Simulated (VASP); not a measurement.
Write the native input for VASP 6.6.1 that does the following.

- Task: single point
- Functional: PBE
- Potentials or basis: VASP PAW PBE potentials, release 64 (In_d)
- Cutoff: 520 eV
- k mesh: 4 × 3 × 3
- Occupations: fermi-dirac, width 0.05 eV
- Spin: no spin polarisation
- Dipole correction: no
- Further INCAR settings: ALGO = Normal; EDIFF = 1e-06; NBANDS = 34

The structure of In lies in POSCAR:

```
In
1.0
   -1.6556150000      1.6446770000      2.5109060000
    4.9594690000      1.6309950000      2.5150500000
    1.6419340000      4.9151990000     -2.5075210000
In
4
Direct
    1.0086433784      0.0120899165      0.0212941208
    0.5158964349      0.5208515931     -0.0000014943
    0.5262739881      0.0033285686      0.5127917297
    0.9921222463      0.5088630013      0.5142156705
```

The cell was built by a generator and needn't be a form met in nature.

These files were run (other wordings do the same):

INCAR

```
SYSTEM = In
  PREC = Accurate
  ENCUT = 520
  EDIFF = 1E-6
  ISMEAR = -1
  SIGMA = 0.05
  LREAL = .FALSE.
  LASPH = .TRUE.
  NELM = 100
  ALGO = Normal
  ISIF = 2
  LWAVE = .FALSE.
  LCHARG = .TRUE.
  GGA = PE
  LELF = .TRUE.
  LVHAR = .TRUE.
  NBANDS = 34
```

KPOINTS

```
regular mesh
0
G
  4 3 3
  0 0 0
```

Potentials or basis: VASP PAW PBE potentials, release 64 (In_d).

Command:

```bash
$ cat potpaw_PBE.64/In_d/POTCAR > POTCAR
$ mpirun -np 1 vasp_std > vasp.out
```

It gave:

```
Pressure               : 0.6 GPa
Largest force          : 0.182 eV/Å
Band gap on the k mesh : none (metal or under the smearing width)
```

Caveat: the k mesh is coarse (spacing up to 0.46 Å⁻¹), so the values aren't converged.

It took 40 s on 1 thread of AMD EPYC 9R14 (Zen 4) (shared host), peak memory 0.22 GiB.
